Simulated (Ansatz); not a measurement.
The following input was run with Ansatz 0.2.0.

```yaml
crystal:
  lattice:
    - [3.1431208285, 0.0, 0.0]
    - [0.0, 6.5400926057, 0.0]
    - [0.0, 0.0, 16.7645412968]
  atoms:
    - { symbol: Mo, position: [0.5, 0.8845106974, 0.149124271] }
    - { symbol: S, position: [0.0, 0.6170850377, 0.1753282546] }
    - { symbol: S, position: [0.0, 0.0748681501, 0.2269063484] }
    - { symbol: Mo, position: [0.0, 0.769026021, 0.3051166162] }
    - { symbol: S, position: [0.5, 0.5016003613, 0.3313205997] }
    - { symbol: S, position: [0.5, 0.9593834736, 0.3828986935] }
    - { symbol: Mo, position: [0.5, 0.6535413446, 0.4611089613] }
    - { symbol: S, position: [0.0, 0.3861156849, 0.4873129449] }
    - { symbol: S, position: [0.0, 0.8438987972, 0.5388910387] }
    - { symbol: Mo, position: [0.0, 0.5380566682, 0.6171013065] }
    - { symbol: S, position: [0.5, 0.2706310085, 0.64330529] }
    - { symbol: S, position: [0.5, 0.7284141208, 0.6948833838] }
    - { symbol: Mo, position: [0.5, 0.4225719918, 0.7730936516] }
    - { symbol: S, position: [0.0, 0.1551463321, 0.7992976351] }
    - { symbol: S, position: [0.0, 0.6129294444, 0.850875729] }
basis:
  ecutwfc: 420
kpoints:
  mp_grid: { grid: [8, 4, 1] }
hamiltonian:
  xc: pbesol
scf:
  occupations: { method: gaussian, width: 0.05 }
output:
  forces: true
  stress: true
  eigenvalues: true
```

Run as
```bash
ansatz run input.yaml --threads 2 --pin off --max-ram 5120MiB --backend cpu --events-out ev --progress --plain --runs-dir out
```

Theory: Ansatz 0.2.0, DFT PBEsol, scalar-relativistic, plane waves, PAW.

Abridged output (final results; tables in files aren't shown):

```
SCF 1 converged in 16 iterations: F = -33345.889462 eV  dr2 = 5.59e-8
SCF converged after 16 iterations
Free energy (F): -33345.889462 eV
Harris-Foulkes:  -33345.889462 eV  (|F-HF|=3.72e-8)
Internal energy: -33345.878236 eV  (E = F + TS)
E sigma→0 (E₀):  -33345.883849 eV
Entropy (-TS):   -0.011227 eV (-0.748 meV/atom)
Fermi energy:    7.184351 eV
--- Per-component energies (eV) ---
  E_band       = -1224.874560
  E_kinetic    = 3273.410053
  E_local      = -20621.823438  (includes V_loc(G=0)·N_el)
  E_nonlocal   = 1009.481305
  E_hartree    = 8951.183716
  E_xc         = -1871.898931
  E_vxc        = -2014.137175  (∫ρ·V_xc dr)
  E_paw        = -21559.902071  (= ΣΔE_a)
  E_vpaw       = -774.195080  (= ΣTr[D̂ρ^β])
  E_aug_tail   = 0.000156  (compensation charges beyond the density's cutoff)
  E_ewald      = -2527.995017
  E_core_change = 1.665990  (= ΣΔE_core)
  E_smearing   = -0.011227  (= −TS)
--- Forces (eV/Å), atoms counted from 1 ---
  atom   1  Mo     0.00000000    -0.44187567     1.50174549
  atom   2  S      0.00000000     0.64029051    -0.65344494
  atom   3  S      0.00000000    -0.18803455    -0.91623931
  atom   4  Mo     0.00000000    -0.00584954    -0.08881330
  atom   5  S      0.00000000     0.07621809     0.04908127
  atom   6  S      0.00000000    -0.06491624     0.01485235
  atom   7  Mo     0.00000000     0.02590411    -0.11207809
  atom   8  S      0.00000000    -0.01734711     0.06661855
  atom   9  S      0.00000000    -0.00934927     0.06346533
  atom  10  Mo     0.00000000     0.04581706    -0.17298425
  atom  11  S      0.00000000     0.00157799     0.08808038
  atom  12  S      0.00000000    -0.04689994     0.07913578
  atom  13  Mo     0.00000000     0.02347489     0.05049722
  atom  14  S      0.00000000     0.47873015     0.20160271
  atom  15  S      0.00000000    -0.51772990    -0.17148317
--- Stress (GPa, compression-positive) ---
       -2.934174       0.000000       0.000000
        0.000000      -1.893696      -0.415913
        0.000000      -0.415913      -0.788566
  P = ⅓ Tr σ = -1.8721 GPa (-18.721 kbar)
--- Band table (eV; the first three rows and the last of 15) ---
  k-point 0: bands = ["-54.3022", "-54.1438", "-54.0876", "-53.8404", "-53.8064", "-28.5688", "-28.5019", "-28.3369", "-28.3186", "-28.3137", "-28.2755", "-28.2342", "-28.1286", "-28.1125", "-28.0785", "-28.0194", "-27.9755", "-27.8935", "-27.8380", "-27.7009", "-7.6549", "-7.1166", "-6.5405", "-6.2103", "-5.9870", "-5.9346", "-5.7369", "-5.4597", "-5.1146", "-4.4072", "0.4928", "0.8339", "1.0308", "1.5294", "1.7198", "1.9704", "2.4200", "2.4970", "2.7267", "3.0759", "3.3985", "3.4569", "3.6231", "3.9095", "4.0691", "4.3148", "4.3507", "4.4080", "4.5358", "4.5702", "4.7582", "4.9649", "5.0383", "5.3100", "5.3526", "5.4435", "5.4583", "5.6343", "5.8923", "6.1404", "6.2944", "6.3800", "6.3956" ...
  k-point 1: bands = ["-54.3022", "-54.1438", "-54.0876", "-53.8404", "-53.8064", "-28.5688", "-28.5019", "-28.3369", "-28.3186", "-28.3137", "-28.2755", "-28.2342", "-28.1286", "-28.1125", "-28.0785", "-28.0194", "-27.9755", "-27.8935", "-27.8380", "-27.7009", "-7.5731", "-7.0495", "-6.4996", "-6.3532", "-6.0413", "-5.9482", "-5.7865", "-5.4702", "-5.1098", "-4.4534", "0.7590", "0.8382", "1.2344", "1.6416", "1.7804", "2.0225", "2.4430", "2.5661", "2.6163", "3.0723", "3.2413", "3.4316", "3.6131", "3.8912", "4.0305", "4.0655", "4.3426", "4.3728", "4.5732", "4.6080", "4.7229", "4.7586", "5.0586", "5.0856", "5.3119", "5.3575", "5.5032", "5.5348", "5.7832", "5.9112", "6.3458", "6.4316", "6.5507" ...
  k-point 2: bands = ["-54.3022", "-54.1438", "-54.0876", "-53.8404", "-53.8064", "-28.5688", "-28.5019", "-28.3369", "-28.3186", "-28.3137", "-28.2755", "-28.2342", "-28.1286", "-28.1125", "-28.0785", "-28.0195", "-27.9755", "-27.8935", "-27.8380", "-27.7009", "-7.4688", "-6.9763", "-6.5069", "-6.4526", "-6.1236", "-5.9663", "-5.8189", "-5.4895", "-5.0997", "-4.5017", "0.7795", "1.2265", "1.4035", "1.7861", "1.8029", "2.0918", "2.3521", "2.6173", "2.7140", "2.9872", "3.1481", "3.4076", "3.5205", "3.6030", "3.8730", "4.0623", "4.2581", "4.3338", "4.3862", "4.5758", "4.7595", "4.8427", "5.0716", "5.0789", "5.2443", "5.3136", "5.4528", "5.5471", "5.5473", "5.8788", "6.3887", "6.4681", "6.7702" ...
  k-point 14: bands = ["-54.2784", "-54.1224", "-54.0652", "-53.8144", "-53.7885", "-28.6335", "-28.5269", "-28.4527", "-28.4102", "-28.3128", "-28.2965", "-28.2928", "-28.2476", "-28.2319", "-28.1455", "-28.0327", "-27.9989", "-27.9571", "-27.9538", "-27.8990", "-5.8233", "-5.7575", "-5.7291", "-5.6848", "-5.5158", "-5.4437", "-5.2809", "-5.2029", "-4.2054", "-4.1549", "0.7891", "0.8070", "1.2132", "1.4012", "1.4065", "1.4796", "1.6453", "2.1143", "2.4156", "2.4172", "2.6146", "2.6218", "2.7968", "2.9186", "3.0964", "3.1387", "3.2149", "3.5150", "3.6753", "4.1533", "4.2359", "4.3344", "4.4341", "4.5093", "4.8173", "4.9756", "5.0612", "5.2691", "5.7124", "5.8121", "6.1177", "6.2193", "6.8767 ...
```

The calculation finished and met its thresholds.

The run took 29 s on 2 threads of Intel(R) Xeon(R) Processor @ 2.70GHz, on a shared host, peak memory 0.79 GiB.